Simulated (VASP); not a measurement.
Here is a VASP 6.6.1 calculation.

File INCAR:

```
SYSTEM = Al
ALGO = Fast ; EDIFF = 1E-6
ENCUT = 900 ; GGA = PS
ISIF = 2 ; ISMEAR = 0
LASPH = .TRUE. ; LCHARG = .FALSE.
LREAL = .FALSE. ; LWAVE = .FALSE.
NELM = 100 ; PREC = Accurate
SIGMA = 0.1
```

Contents of KPOINTS:

```
k-points
0
G
  18 18 18
  0 0 0
```

Contents of POSCAR:

```
Al
1.0
   -1.6070000000      1.6070000000      1.6070000000
    1.6070000000     -1.6070000000      1.6070000000
    1.6070000000      1.6070000000     -1.6070000000
Al
1
Direct
    0.0000000000      0.0000000000      0.0000000000
```

Potentials or basis: VASP PAW PBE potentials, release 64 (Al).

Command:

```bash
$ cat potpaw_PBE.64/Al/POTCAR > POTCAR
$ mpirun -np 1 vasp_std > vasp.out
```

Predict the pressure.

0.0 GPa.

What does it give for the band gap on the k mesh?

None (metal or under the smearing width).

Caveat: the PAW data sets were made with another functional, which shifts forces and pressure a little.
